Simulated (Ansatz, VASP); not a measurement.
# Two plane-wave programs on W

```
W
1.0
     0.00000    1.96910    2.09090
     1.96910    0.00000    2.09090
     1.96910    1.96910    0.00000
W
1
Cartesian
  0.0000 0.0000 0.0000
```

Change from the starting cell: strain -0.030 along x and y, +0.030 along z, atoms carried along.

Alike in both runs: task single point; functional PBE; k mesh 20 × 20 × 20; occupations gaussian, width 0.15 eV; no spin polarisation.

|  | VASP | Ansatz |
| --- | --- | --- |
| version | VASP 6.6.1 | Ansatz 0.2.0 |
| potentials or method | VASP PAW PBE potentials, release 64 (W_sv) | scalar-relativistic, plane waves, PAW |
| plane-wave cutoff (eV) | 520 | 420 |
| valence electrons in the cell | 14 | 14 |

```csv
,VASP,Ansatz,Ansatz less VASP
gap on the k mesh at the Fermi level (eV),none,none,-
pressure (GPa),4.6,4.1,-0.49
largest component of the traceless stress (GPa),7.89,7.85,-0.041
```

A gap of «none» marks a metal or a gap that the smearing closes.

The runs have no spin-orbit coupling, so splittings on W are missing.
